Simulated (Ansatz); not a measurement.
Sb under changes of volume

One of the cells (26.213 Å³/atom); the others are scaled copies at fixed shape and fractional positions:

```
CELL_PARAMETERS angstrom
-1.87134 1.87134 1.87134
1.87134 -1.87134 1.87134
1.87134 1.87134 -1.87134
ATOMIC_POSITIONS crystal
Sb 0.00000 0.00000 0.00000
```

This isn't the form of Sb at room conditions, which is rhombohedral.

```yaml
Program: Ansatz 0.2.0
Functional: HSE06
Potentials_or_basis: Ansatz PAW
Cutoff: "420 eV (not typed: the program's choice for these potentials)"
k_mesh: 6 × 6 × 6
Occupations: fermi-dirac, width 0.05 eV
Spin: no spin polarisation
```

| volume (Å³/atom) | energy over the lowest point (meV/atom) | pressure (GPa) |
| --- | --- | --- |
| 24.640 | 36.44 | 6.4 |
| 25.165 | 18.96 | 4.5 |
| 25.689 | 7.64 | 2.9 |
| 26.213 | 1.65 | 1.5 |
| 26.737 | 0.00 | 0.3 |
| 27.262 | 1.78 | -0.8 |
| 27.786 | ? | ? |

Question: What does the run at 27.786 Å³/atom give?

Answer: Energy over the lowest point 6.45 meV/atom; pressure -1.9 GPa.

Worked out: A Birch-Murnaghan fit of order 3 (a polynomial in V^(-2/3)) to the other rows has its minimum at 26.71 Å³/atom with B0 = V·E''(V) = 56 GPa (rough, since the energies scatter). It gives 6.49 meV/atom at 27.786 Å³/atom, against the run's 6.45, and -dE/dV = -1.8 GPa, against -1.9.

Energies are extrapolated to zero smearing.

Caveats: all runs use coarse meshes; the PAW data sets come from PBE, with cores solved anew for the run's functional, which leaves a small shift of forces and pressure; the thresholds are loose for stress.
